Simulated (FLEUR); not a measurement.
Crystal: Ce.

```
Ce
1.0
    -1.94330    1.94330    1.94330
     1.94330   -1.94330    1.94330
     1.94330    1.94330   -1.94330
Ce
1
Direct
  0.00000 0.00000 0.00000
```

This isn't the form of Ce at room conditions, which is fcc.

Base run:

```yaml
Program: FLEUR MaX-R8.1 (later development tree)
Functional: AM05
Potentials_or_basis: all-electron
Basis: FLAPW
Kmax: 4.1 1/bohr
k_mesh: 10 × 10 × 10
Occupations: fermi-dirac, width 0.05 eV
Spin: collinear spin, ferromagnetic start
Starting_moments: "[1.0] μB"
```

Its results: net moment 0.90 μB per cell; site moments Ce +0.70 μB.

**Question.** The run is repeated on the same cell with these changes: functional from AM05 to BLYP. What comes out?

**Answer.** Net moment 0.65 μB per cell; site moments Ce +0.54 μB.

Caveats: the magnetic or orbital state may not be the lowest.
